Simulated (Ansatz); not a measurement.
The system is Ge.

```
Ge
1.0
    -2.49590    2.65086    1.43695
     2.49590   -2.65086    1.43695
     2.49590    2.65086   -1.43695
Ge
2
Cartesian
  0.0000 1.3254 0.1841
  2.4959 1.3254 1.2529
```

This isn't the form of Ge at room conditions, which is diamond.

Base run:

```yaml
Program: Ansatz 0.2.0
Functional: r2SCAN
Potentials_or_basis: Ansatz PAW
Cutoff: "500 eV (not typed: the program's choice for these potentials)"
k_mesh: 11 × 11 × 11
Occupations: fermi-dirac, width 0.05 eV
Spin: no spin polarisation
```

Its results: band gap on the k mesh none (metal or under the smearing width); pressure -1.3 GPa; largest force 0.094 eV/Å.

Q: The run is repeated on the same cell with these changes: functional from r2SCAN to revPBE; cutoff from 500 eV (not typed: the program's choice for these potentials) to 420 eV (not typed: the program's choice for these potentials). What comes out?

A: Band gap on the k mesh none (metal or under the smearing width); pressure 2.4 GPa; largest force 0.055 eV/Å.

Caveats: the PAW data sets come from PBE, with cores solved anew for the run's functional, which leaves a small shift of forces and pressure.
